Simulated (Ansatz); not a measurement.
AlN: frozen normal mode

The calculation used DFT PBEsol, scalar-relativistic, plane waves, PAW in Ansatz 0.2.0. The runs took a 420 eV cutoff, a Γ-centred 8×8×8 mesh and Gaussian smearing (0.05 eV). No spin polarisation. Energies are free energies at this smearing, counted from the undisturbed cell; pressure is positive in compression.

The starting cell (relaxed at this level):

```
Al N
1.0
    -3.11369    0.00000    0.00000
     0.00000    5.39307    0.00000
     1.55685   -2.69654   -4.98342
Al N
4 4
Direct
  0.99925 0.33258 0.99849
  0.49925 0.83258 0.99849
  0.24925 0.91591 0.49849
  0.74925 0.41591 0.49849
  0.80825 0.14159 0.61651
  0.30825 0.64159 0.61651
  0.05825 0.72492 0.11651
  0.55825 0.22492 0.11651
```

A zone-centre mode of this cell is frozen in: each atom moves by x times its row below, so x is the largest displacement.
```
atom ux uy uz
 Al1  0.000   0.106   0.013
 Al2  0.000  -0.106  -0.013
 Al3  0.000  -0.009   0.053
 Al4  0.000   0.009  -0.053
  N5  0.000  -0.026  -0.520
  N6  0.000   0.026   0.520
  N7  0.000  -1.000   0.000
  N8  0.000   1.000   0.000
```

```
  x (Å)  ΔE (meV/cell) force along the mode (eV/Å) pressure (GPa) gap on the mesh (eV)
-0.3000         3293.1                        23.35               ?                     ?
-0.1500              ?                            ?             2.6                  3.89
 0.0000            0.0                         0.00             0.0                  4.10
 0.0375           48.4                        -2.58             0.2                  4.08
 0.0750          194.0                        -5.19             0.7                  4.05
 0.1125          438.6                        -7.87             1.5                  3.98
 0.1875         1237.7                       -13.53             4.1                  3.78
 0.2250         1801.8                       -16.58             5.9                  3.64
 0.2625         2484.1                       -19.84             8.1                  3.48
```

By symmetry 0.3000 repeats -0.3000, -0.2250 repeats 0.2250, 0.1500 repeats -0.1500, -0.0750 repeats 0.0750 in energy; the slope of the energy along the path changes sign there.

Problem. Give the withheld values.

Solution. pressure (GPa) at x (Å) = -0.3000: 10.7; gap on the mesh (eV) at x (Å) = -0.3000: 3.31; ΔE (meV/cell) at x (Å) = -0.1500: 785.2; force along the mode (eV/Å) at x (Å) = -0.1500: 10.63.

Cost: 9 runs of about 3.7 core-minutes in all, on Intel Xeon Processor @ 2.70GHz (shared hosts).